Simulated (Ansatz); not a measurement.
Set up this calculation in Ansatz 0.2.0, as the native input.

| Property | Result |
| --- | --- |
| Task | single point |
| Functional | PBE |
| Potentials or basis | Ansatz PAW |
| Cutoff | 420 eV (not typed: the program's choice for these potentials) |
| k mesh | 10 × 10 × 6 |
| Occupations | gaussian, width 0.023 eV |
| Spin | no spin polarisation |

The system is WC.

```
W C
1.0
     1.64035   -2.11804    0.00000
     1.64035    2.11804    0.00000
     0.00000    0.00000    4.30942
W C
1 1
Direct
  0.50000 0.50000 0.50000
  0.00000 0.00000 0.00000
```

The cell was built by a generator and needn't be a form met in nature.

The input as run:

input.yaml

```yaml
crystal:
  lattice:
    - [1.64034611, -2.1180379, 0.0]
    - [1.64034611, 2.1180379, 0.0]
    - [0.0, 0.0, 4.3094211]
  atoms:
    - { symbol: W, position: [0.5, 0.5, 0.5] }
    - { symbol: C, position: [0.0, 0.0, 0.0] }
hamiltonian:
  xc: pbe
  pseudopotentials: { kind: paw }
kpoints:
  mp_grid: { grid: [10, 10, 6] }
scf:
  occupations: { method: gaussian, width: 0.023 }
output:
  forces: true
  stress: true
  eigenvalues: true
```

Potentials or basis: Ansatz PAW.

Command:

```sh
$ ansatz run input.yaml --threads 2 --pin off --max-ram 5632MiB --backend cpu --events-out ev --progress --plain --runs-dir out
```

It gave:

```yaml
Pressure: -32.1 GPa
Band_gap_on_the_k_mesh: none (metal or under the smearing width)
```

Caveat: a pressure of tens of GPa on the cell as given is suspect, and the run, the potentials or the cell itself is likely at fault.

Run time: 1.1 s on 2 threads of Arm Neoverse V2, with other jobs on the host, peak memory 0.32 GiB.
